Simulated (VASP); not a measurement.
# BN in VASP: a series of runs

One slab, BN, is run at these levels: PBEsol; tasks: relaxation of cell and atoms.

Everything below comes from runs of VASP 6.6.1. Logs are shortened: lines on timing, memory, paths and dates and some standing lists are left out, and cuts for length are marked.

## Step 1: Starting point

The cell holds a slab with vacuum, 2 atoms: a = 2.498 Å, b = 2.498 Å, c = 18.000 Å, α = 90.00°, β = 90.00°, γ = 120.00°.

## Step 2: Relaxation of cell and atoms, PBEsol

Contents of INCAR:

```
SYSTEM = BN
ALGO = Normal
EDIFF = 1E-6
EDIFFG = -0.01
ENCUT = 600
GGA = PS
IBRION = 2
ISIF = 3
ISMEAR = 0
LASPH = .TRUE.
LATTICE_CONSTRAINTS = .TRUE. .TRUE. .FALSE.
LCHARG = .FALSE.
LREAL = .FALSE.
LWAVE = .FALSE.
NELM = 80
NSW = 90
PREC = Accurate
SIGMA = 0.03
```

Contents of KPOINTS:

```
k-points
0
G
  15 15 1
  0 0 0
```

Contents of POSCAR:

```
BN
1.0
    2.4982400000      0.0000000000      0.0000000000
   -1.2491200000      2.1635393000      0.0000000000
    0.0000000000      0.0000000000     18.0000000000
B N
1 1
Direct
    0.6666666700      0.3333333300      0.5000000000
    0.3333333300      0.6666666700      0.5000000000
```

Potentials or basis: VASP PAW PBE potentials, release 64 (B, N).

On the command line:

```
$ cat potpaw_PBE.64/B/POTCAR potpaw_PBE.64/N/POTCAR > POTCAR
$ mpirun -np 1 vasp_std > vasp.out
```

OUTCAR:

```text
SYSTEM = BN
   EDIFF = 1E-6
   EDIFFG = -0.01
   ENCUT = 600
   GGA = PS
   IBRION = 2
   ISIF = 3
   ISMEAR = 0
   LASPH = .TRUE.
   LREAL = .FALSE.
   NELM = 80
   NSW = 90
   PREC = Accurate

 ion  position               nearest neighbor table
   1  0.667  0.333  0.500-   2 1.44   2 1.44   2 1.44
   2  0.333  0.667  0.500-   1 1.44   1 1.44   1 1.44

  LATTYP: Found a hexagonal cell.
 ALAT       =     2.4982400000
 C/A-ratio  =     7.2050723709

  Lattice vectors:

 A1 = (   2.4982400000,   0.0000000000,   0.0000000000)
 A2 = (  -1.2491200000,   2.1635393000,   0.0000000000)
 A3 = (   0.0000000000,   0.0000000000,  18.0000000000)

Analysis of symmetry for initial positions (statically):
=====================================================================
 Subroutine PRICEL returns:
 Original cell was already a primitive cell.

 Routine SETGRP: Setting up the symmetry group for a
 hexagonal supercell.

 Subroutine GETGRP returns: Found 12 space group operations
 (whereof 12 operations were pure point group operations)
 out of a pool of 24 trial point group operations.

The static configuration has the point symmetry D_3h.

Analysis of symmetry for dynamics (positions and initial velocities):
=====================================================================
 Subroutine PRICEL returns:
 Original cell was already a primitive cell.

 Routine SETGRP: Setting up the symmetry group for a
 hexagonal supercell.

 Subroutine GETGRP returns: Found 12 space group operations
 (whereof 12 operations were pure point group operations)
 out of a pool of 24 trial point group operations.

The dynamic configuration has the point symmetry D_3h.

 Subroutine INISYM returns: Found 12 space group operations
 (whereof 12 operations are pure point group operations),
 and found     1 'primitive' translations

----------------------------------------------------------------------------------------

                                     Primitive cell

  volume of cell :      97.2907

  direct lattice vectors                    reciprocal lattice vectors
     2.498240000  0.000000000  0.000000000     0.400281798  0.231102805  0.000000000
    -1.249120000  2.163539300  0.000000000     0.000000000  0.462205609  0.000000000
     0.000000000  0.000000000 18.000000000     0.000000000  0.000000000  0.055555556

  length of vectors
     2.498240000  2.498239996 18.000000000     0.462205608  0.462205609  0.055555556

  position of ions in fractional coordinates (direct lattice)
     0.666666670  0.333333330  0.500000000
     0.333333330  0.666666670  0.500000000

  ion indices of the primitive-cell ions
   primitive index   ion index
                 1           1
                 2           2

----------------------------------------------------------------------------------------

 KPOINTS: k-points

Automatic generation of k-mesh.
 Grid dimensions read from file:
 generate k-points for:   15   15    1

 Generating k-lattice:

  Cartesian coordinates                     Fractional coordinates (reciprocal lattice)
     0.026685453  0.015406854  0.000000000     0.066666667 -0.000000000  0.000000000
     0.000000000  0.030813707  0.000000000     0.000000000  0.066666667  0.000000000
     0.000000000  0.000000000  0.055555556     0.000000000  0.000000000  1.000000000

  Length of vectors
     0.030813707  0.030813707  0.055555556

  Shift w.r.t. Gamma in fractional coordinates (k-lattice)
     0.000000000  0.000000000  0.000000000

 Subroutine IBZKPT returns following result:
 ===========================================

 Found     27 irreducible k-points:

 Following reciprocal coordinates:
            Coordinates               Weight
  0.000000  0.000000  0.000000      1.000000
  0.066667  0.000000  0.000000      6.000000
  0.133333  0.000000  0.000000      6.000000
  0.200000  0.000000  0.000000      6.000000
  0.266667  0.000000  0.000000      6.000000
  0.333333  0.000000  0.000000      6.000000
[... 16 lines left out ...]
  0.333333  0.200000  0.000000     12.000000
  0.400000  0.200000  0.000000      6.000000
 [... further k-points ...]
   k-points           NKPTS =     27   k-points in BZ     NKDIM =     27   number of bands    NBANDS=      8
   number of dos      NEDOS =    301   number of ions     NIONS =      2
   total plane-waves  NPLWV =  57600
   dimension x,y,z NGX =    20 NGY =   20 NGZ =  144
   dimension x,y,z NGXF=    40 NGYF=   40 NGZF=  288
   ions per type =               1   1
   NGX,Y,Z   is equivalent  to a cutoff of  13.31, 13.31, 13.30 a.u.
   NGXF,Y,Z  is equivalent  to a cutoff of  26.62, 26.62, 26.60 a.u.
 SYSTEM =  BN
   PREC   = accura    normal or accurate (medium, high low for compatibility)
   ISTART =      0    job   : 0-new  1-cont  2-samecut
   ICHARG =      2    charge: 1-file 2-atom 10-const
   ISPIN  =      1    spin polarized calculation?
   LNONCOLLINEAR =      F non collinear calculations
   LSORBIT =      F    spin-orbit coupling
   LASPH  =      T    aspherical Exc in radial PAW
   ENCUT  =  600.0 eV  44.10 Ry    6.64 a.u.   4.99  4.99 35.95*2*pi/ulx,y,z
   NELM   =     80;   NELMIN=  2; NELMDL= -5     # of ELM steps
   EDIFF  = 0.1E-05   stopping-criterion for ELM
   LREAL  =      F    real-space projection
   EDIFFG = -.1E-01   stopping-criterion for IOM
   NSW    =     90    number of steps for IOM
   IBRION =      2    ionic relax: 0-MD 1-quasi-New 2-CG
   NFREE  =      1    steps in history (QN), initial steepest desc. (CG)
   ISIF   =      3    stress and relaxation
   ISYM   =      2    0-nonsym 1-usesym 2-fastsym
   POTIM  = 0.5000    time-step for ionic-motion
   TEBEG  =    0.0;   TEEND  =   0.0 temperature during run
   PSTRESS=    0.0 pullay stress
   NELECT =       8.0000    total number of electrons
   NUPDOWN=      -1.0000    fix difference up-down
   EMIN   =  10.00;   EMAX   =-10.00  energy-range for DOS
   EFERMI =   0.00;   METHOD = LEGACY
   ISMEAR =     0;   SIGMA  =   0.03  broadening in eV -4-tet -1-fermi 0-gaus
   EFERMI_NEDOS =   21; number of points for ismear=-14 and -15
   IALGO  =     38    algorithm
   IMIX   =      4    mixing-type and parameters
     AMIX     =   0.40;   BMIX     =  1.00
     AMIX_MAG =   1.60;   BMIX_MAG =  1.00
  volume/ion in A,a.u.               =      48.65       328.28
  Fermi-wavevector in a.u.,A,eV,Ry     =   0.711892  1.345282  6.895307  0.506791
  Thomas-Fermi vector in A             =   1.799124
   LORBIT       =      0    0 simple, 1 ext, 2 COOP (PROOUT), +10 PAW based schemes
   GGA     = PS    functional components
   LHFCALC =     F    Hartree Fock is set to
   AEXX    =    0.0000 exact exchange contribution
   IVDW    =     0    specifies the selected vdW correction
   LEPSILON=     F    determine dielectric tensor
   LRPA    =     F    only Hartree local field effects (RPA)
 conjugate gradient relaxation of ions
 non-spin polarized calculation
 Gauss-broadening in eV      SIGMA  =   0.03
  energy-cutoff  :      600.00
  volume of cell :       97.29
 maximum number of plane-waves:      3293
 NGX is ok and might be reduce to    20
   NGX =  9   NGY =  9   NGZ = 71

--------------------------------------- Ionic step        1  -------------------------------------------

 number of electron       8.0000000 magnetization

 Free energy of the ion-electron system (eV)
  ---------------------------------------------------
  ext. energy  EPLUGINS =         0.00000000
  ---------------------------------------------------
  free energy    TOTEN  =       -18.27726324 eV

  energy without entropy =      -18.27726324  energy(sigma->0) =      -18.27726324

------------------------ aborting loop because EDIFF is reached ----------------------------------------

  FORCE on cell =-STRESS in cart. coord.  units (eV):
  Direction    XX          YY          ZZ          XY          YZ          ZX
  --------------------------------------------------------------------------------------
  -------------------------------------------------------------------------------------
  Total        0.3035182      0.3035182     -0.0326575     -0.0000000      0.0000000     -0.0000000
  in kB        4.9983185      4.9983184     -0.5378014     -0.0000000      0.0000000     -0.0000000
  external PRESSURE =       3.1529452 kB  Pullay stress =       0.0000000 kB

 VOLUME and BASIS-vectors are now :
 -----------------------------------------------------------------------------
  energy-cutoff  :      600.00
  volume of cell :       97.29
      direct lattice vectors                 reciprocal lattice vectors
     2.498240000  0.000000000  0.000000000     0.400281798  0.231102805  0.000000000
    -1.249120000  2.163539300  0.000000000     0.000000000  0.462205609  0.000000000
     0.000000000  0.000000000 18.000000000     0.000000000  0.000000000  0.055555556
[... 37 lines left out ...]
 POSITION                                       TOTAL-FORCE (eV/Angst)
 -----------------------------------------------------------------------------------
      1.25827      0.72646      9.00000         0.000000     -0.000000      0.000000
     -0.00000      1.45292      9.00000        -0.000000      0.000000      0.000000
 -----------------------------------------------------------------------------------
    total drift:                                0.000008     -0.000005      0.000000

  FREE ENERGIE OF THE ION-ELECTRON SYSTEM (eV)
  ---------------------------------------------------
  free  energy   TOTEN  =       -18.2751754870 eV

  energy  without entropy=      -18.2751754870  energy(sigma->0) =      -18.27517549

--------------------------------------- Ionic step        3  -------------------------------------------

 number of electron       8.0000000 magnetization

 Free energy of the ion-electron system (eV)
  ---------------------------------------------------
  ext. energy  EPLUGINS =         0.00000000
  ---------------------------------------------------
  free energy    TOTEN  =       -18.27800755 eV

  energy without entropy =      -18.27800755  energy(sigma->0) =      -18.27800755

 E-fermi :  -4.2174     XC(G=0):  -2.3749

 val. band max:       -4.3907367601   @ k =   0.3333   0.3333   0.0000
 cond. band min:       0.2431070306   @ k =   0.3333   0.3333   0.0000
 fundamental gap:      4.6338437907
 Fermi energy:        -4.2173858030

 k-point     1 :       0.0000    0.0000    0.0000
  band No.  band energies     occupation
      1     -22.0194      2.00000
      2      -9.6812      2.00000
      3      -5.7072      2.00000
      4      -5.7072      2.00000
      5       0.4236      0.00000
      6       1.3594      0.00000
      7       1.6328      0.00000
      8       2.8492      0.00000

 k-point     2 :       0.0667    0.0000    0.0000
  band No.  band energies     occupation
      1     -21.9334      2.00000
      2      -9.5658      2.00000
      3      -6.0729      2.00000
      4      -5.8776      2.00000
      5       0.5715      0.00000
      6       1.4952      0.00000
      7       1.7757      0.00000
      8       2.9822      0.00000
[... 221 lines left out ...]
 k-point    23 :       0.3333    0.2000    0.0000
  band No.  band energies     occupation
      1     -18.7841      2.00000
      2     -12.5479      2.00000
      3     -10.1870      2.00000
      4      -5.1463      2.00000
      5       0.7841      0.00000
      6       6.9134      0.00000
      7       7.9439      0.00000
      8       8.4371      0.00000

 k-point    24 :       0.4000    0.2000    0.0000
  band No.  band energies     occupation
      1     -18.5683      2.00000
      2     -12.8513      2.00000
      3     -10.3147      2.00000
      4      -4.7999      2.00000
      5       0.3864      0.00000
      6       7.7526      0.00000
      7       8.5463      0.00000
      8       8.9821      0.00000

 [... further k-points ...]
[... 5 lines left out ...]
  --------------------------------------------------------------------------------------
  -------------------------------------------------------------------------------------
  Total       -0.0003884     -0.0003884     -0.0321018     -0.0000000     -0.0000000      0.0000000
  in kB       -0.0063650     -0.0063650     -0.5260435     -0.0000000     -0.0000000      0.0000000
  external PRESSURE =      -0.1795911 kB  Pullay stress =       0.0000000 kB

 VOLUME and BASIS-vectors are now :
 -----------------------------------------------------------------------------
  energy-cutoff  :      600.00
  volume of cell :       97.77
      direct lattice vectors                 reciprocal lattice vectors
     2.504423808  0.000000000  0.000000000     0.399293441  0.230532176  0.000000000
    -1.252211904  2.168894635  0.000000000     0.000000000  0.461064352  0.000000000
     0.000000000  0.000000000 18.000000000     0.000000000  0.000000000  0.055555556

 POSITION                                       TOTAL-FORCE (eV/Angst)
 -----------------------------------------------------------------------------------
      1.25221      0.72296      9.00000        -0.000000      0.000000      0.000000
     -0.00000      1.44593      9.00000         0.000000     -0.000000      0.000000
 -----------------------------------------------------------------------------------
    total drift:                                0.000008     -0.000005      0.000000

  FREE ENERGIE OF THE ION-ELECTRON SYSTEM (eV)
  ---------------------------------------------------
  free  energy   TOTEN  =       -18.2780075476 eV

  energy  without entropy=      -18.2780075476  energy(sigma->0) =      -18.27800755

 reached required accuracy - stopping structural energy minimisation
```

Run time: 39 s. Hardware: 1 thread of AMD EPYC 9R45 (Zen 5), shared host; peak memory 0.2 GiB.

What came out:

| Item | Value |
| --- | --- |
| Free energy | -18.2780 eV |
| Relaxed volume | 48.89 Å³/atom |
| Relaxed cell | a = 2.504 Å, b = 2.504 Å, c = 18.000 Å, α = 90.00°, β = 90.00°, γ = 120.00° |
| Space group after relaxing (to 0.05 Å) | P-6m2 (No. 187) |
| Energy gained by relaxing | 0.4 meV/atom |
| Ionic steps | 3 |
| Band gap on the k mesh | 4.63 eV, direct |

The path:
| step | energy change (eV) | largest force (eV/Å) | pressure (GPa) | volume (Å³) |
| --- | --- | --- | --- | --- |
| 1 | 0.0000 | 0.0000 | 0.32 | 97.29 |
| 2 | 0.0021 | 0.0000 | -0.65 | 98.72 |
| 3 | -0.0007 | 0.0000 | -0.02 | 97.77 |

Final structure:
```
B N
1.0
     2.50442    0.00000    0.00000
    -1.25221    2.16889    0.00000
     0.00000    0.00000   18.00000
B N
1 1
Cartesian
  1.2522 0.7230 9.0000
  0.0000 1.4459 9.0000
```

Levels at points of the mesh, in eV from the valence-band top:
```csv
k point,band 1,band 2,band 3,band 4,band 5,band 6,band 7,band 8
"(0.00, 0.00, 0.00)",-17.63,-5.29,-1.32,-1.32,4.81,5.75,6.02,7.24
```

Caveat: the PAW data sets were made with another functional, which shifts forces and pressure a little.

## Step 3: Relaxation of cell and atoms, PBEsol

This run uses another cell than the first one, of 48.89 Å³/atom, 1.005 times its volume.

Changes to INCAR since step 2:

```diff
@@ -2,4 +2,4 @@
 ALGO = Normal
-EDIFF = 1E-6
-EDIFFG = -0.01
+EDIFF = 1E-7
+EDIFFG = -0.005
 ENCUT = 600
```

KPOINTS is that of step 2.

Contents of POSCAR:

```
BN                                      
1.0
    2.5044238077      0.0000000000      0.0000000000
   -1.2522119038      2.1688946345      0.0000000000
    0.0000000000      0.0000000000     18.0000000000
  B               N             
     1     1
Direct
     0.6666666699999979    0.3333333300000021    0.5000000000000000
     0.3333333300000021    0.6666666699999979    0.5000000000000000
```

Potentials or basis: VASP PAW PBE potentials, release 64 (B, N).

On the command line:

```
$ cat potpaw_PBE.64/B/POTCAR potpaw_PBE.64/N/POTCAR > POTCAR
$ mpirun -np 1 vasp_std > vasp.out
```

Wall time 20 s (1 thread of AMD EPYC 9R45 (Zen 5), shared host); peak memory 0.2 GiB.

It converged, with:

- Free energy: -18.2782 eV
- Band gap on the k mesh: 4.63 eV, direct

Final structure:
```yaml
crystal:
  lattice:
    - [2.50442, 0.00000, 0.00000]
    - [-1.25221, 2.16889, 0.00000]
    - [0.00000, 0.00000, 18.00000]
  atoms:
    - { symbol: B, position: [0.66667, 0.33333, 0.50000] }
    - { symbol: N, position: [0.33333, 0.66667, 0.50000] }
```

Levels at points of the mesh, in eV from the valence-band top:
| k point | band 1 | band 2 | band 3 | band 4 | band 5 | band 6 | band 7 | band 8 |
| --- | --- | --- | --- | --- | --- | --- | --- | --- |
| (0.00, 0.00, 0.00) | -17.63 | -5.29 | -1.32 | -1.32 | 4.82 | 5.76 | 6.12 | 7.32 |

Caveat: the relaxation stopped at its first step, so nothing moved; the PAW data sets were made with another functional, which shifts forces and pressure a little. Expect the measured gap to be larger: semilocal functionals such as PBEsol lack the derivative discontinuity.
